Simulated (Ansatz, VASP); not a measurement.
# Ga in VASP and in Ansatz

```
Ga
1.0
    -1.70014    1.70014    1.70014
     1.70014   -1.70014    1.70014
     1.70014    1.70014   -1.70014
Ga
1
Direct
  0.00000 0.00000 0.00000
```

Alike in both runs: task single point; functional r2SCAN; k mesh 15 × 15 × 15; occupations fermi-dirac, width 0.1 eV; no spin polarisation.

```csv
,VASP,Ansatz
version,VASP 6.6.1,Ansatz 0.2.0
potentials or method,"VASP PAW PBE potentials, release 64 (Ga_d)","plane waves (500 eV) with PAW, scalar-relativistic"
plane-wave cutoff (eV),520,500
valence electrons in the cell,13,13
```

```csv
,VASP,Ansatz,Ansatz less VASP
pressure (GPa),-3.7,-3.7,0.00
```

Caveats: the PAW data sets were made with another functional, which shifts forces and pressure a little (VASP).
